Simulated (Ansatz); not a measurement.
Theory: Ansatz, DFT PBE, scalar-relativistic, plane waves, PAW. All cells share a 420 eV cutoff and Γ-centred k meshes spaced at most about 0.3 Å⁻¹ (about 0.25 or finer for metals, 2π included). No spin polarisation in the final relaxations.

Temperature and zero-point effects are left out.

Two forms of Si4Ge were relaxed alike.

A. Space group I4/mmm (No. 139), tetragonal, a = 2.729 Å, c = 21.020 Å. Si on its first site is surrounded by 12 Si at 2.71–2.73 Å; Si on its second site has 8 Si at 2.72–2.73 Å and 4 Ge at 3.07 Å; Ge has 4 Ge at 2.73 Å and 8 Si at 3.07 Å.

B. Space group I4/m (No. 87), tetragonal, a = 7.008 Å, c = 3.252 Å. Si has 6 Si at 2.61–2.64 Å, 1 Ge at 2.74 Å, 1 Si at 2.88 Å, 2 Ge at 3.09 Å and 2 Si at 3.25 Å; around Ge lie 4 Si at 2.74 Å, 8 Si at 3.09 Å and 2 Ge at 3.25 Å.

Question: Which is lower in energy, and by how much?

Answer: B is lower, by 57 meV/atom. A has Si and Ge ordered on fcc sites, space group I4/mmm (No. 139), 15.7 Å³/atom and no gap on its mesh; B has space group I4/m (No. 87), 16.0 Å³/atom and no gap. Counting Si atoms around Ge (those within 1.25 times the shortest such distance or 1.15 times the sum of covalent radii; a plus sign parts nearer from farther groups; the shortest distance is added where it is long for a bond), A has Ge 8 from 3.1 Å and B has Ge 4+8 from 2.7 Å. Even the lower one lies +0.46 eV/atom against the reference forms of the elements (uncorrected), so neither is stable at this level. Both come from invented guesses.

Cells relaxed within their symmetry can be saddle points.
